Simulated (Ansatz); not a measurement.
## Is this SiC₂ stable against decomposition?

Theory: DFT PBE, scalar-relativistic, plane waves, PAW (Ansatz 0.2.0). Settings: cutoff 420 eV, Γ-centred meshes spaced at most about 0.3 Å⁻¹ (2π included), Gaussian smearing. No spin polarisation.

Energies over the elements count from the elements' standard structures at the same level, with no fitted energy shifts.

These are static total energies at zero pressure. The reference form of C is held partly by dispersion forces, which this level lacks.

The competitors are the elements and 1 reference phase of this chemical system (from databases or known types: SiC), relaxed at the same level; other known phases may be missing.

The candidate was reached from: Si and C ordered on diamond sites.

```
CELL_PARAMETERS angstrom
2.94751 0.00000 0.00000
-1.47376 2.55262 0.00000
0.00000 0.00000 7.26293
ATOMIC_POSITIONS crystal
Si 0.33333 0.66667 0.29608
Si 0.66667 0.33333 0.70392
C 0.00000 0.00000 0.61025
C 0.66667 0.33333 0.96529
C 0.00000 0.00000 0.38975
C 0.33333 0.66667 0.03471
```

Task: Where does it stand against these competitors?

Result: Not stable. Its formation energy is 0.446 eV/atom. The lowest competing mixture at this composition is this:

| phase | space group | source | share of atoms | ΔE_f (eV/atom) |
| --- | --- | --- | --- | --- |
| C | - | element | 0.3333 | -0.0002 |
| SiC | P6_3mc (No. 186) | Materials Project | 0.6667 | -0.204 |

The lowest database cell of C (-0.0002) lies slightly below the reference, hence the non-zero entry.

The mixture lies at -0.136 eV/atom, and the candidate lies 0.58 eV/atom above it. The candidate matches no cell in the subsets of the Crystallography Open Database and the Materials Project at hand. The margin is far too high for a likely synthesis. It holds C–C pairs (shortest 1.60 Å).
